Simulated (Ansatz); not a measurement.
Pressure against volume: NaH

Space group Fm-3m (No. 225). a = 4.880 Å, b = 4.880 Å, c = 4.880 Å, α = 90.00°, β = 90.00°, γ = 90.00°
```csv
atom,site,symmetry,x,y,z
Na,4a,m-3m,0.0000,0.0000,0.0000
H,4b,m-3m,0.5000,0.0000,0.0000
```

The runs use the primitive cell with vectors (0.000, 2.440, 2.440), (2.440, 0.000, 2.440), (2.440, 2.440, 0.000) Å, to which the k mesh refers.

The cell is COD entry 9008680, as deposited and not checked against the literature; nothing was relaxed.

All numbers are computed: DFT, PBE, all-electron LAPW, scalar-relativistic (Ansatz 0.2.0); DFT, PBE, PAW with Ansatz's default frozen-core files, scalar-relativistic (Ansatz 0.2.0).

For LAPW: a Γ-centred 9×9×9 k mesh, Fermi–Dirac smearing of 0.03 eV, basis error target 1 meV/atom, no spin polarisation. PAW takes a cutoff of 420 eV at this cell. The Ansatz runs share mesh, smearing and spin set-up. Plane-wave (PAW) pressures include the program's estimate of the Pulay term.

The cell above is scaled evenly, with fractional coordinates and shape held.

| V/V(cell) | V (Å³/atom) | P, LAPW (GPa) | P, PAW (GPa) | gap on the k mesh, LAPW (eV) | free energy over the lowest listed, PAW (meV/atom) |
| --- | --- | --- | --- | --- | --- |
| 0.9600 | 13.946 | 0.28 | 0.26 | 4.09 | 0.0 |
| 0.9800 | 14.236 | -0.20 | -0.22 | 4.05 | 0.0 |
| 1.0000 | 14.527 | -0.63 | -0.65 | 4.01 | 0.8 |
| 1.0200 | 14.817 | -1.03 | -1.05 | 3.97 | 2.3 |
| 1.0400 | 15.108 | -1.39 | -1.41 | 3.94 | 4.6 |

Q: What do Birch–Murnaghan fits to the pressures give?

A: LAPW: V0 = 14.11 Å³/atom, B0 = 23 GPa, B0′ = 3.7; PAW: V0 = 14.10 Å³/atom, B0 = 23 GPa, B0′ = 3.7.

PAW's V0 lies -0.09 % from the all-electron value and its B0 0.2 %. Symmetry fixes shape and coordinates here, so this is the relaxed modulus.
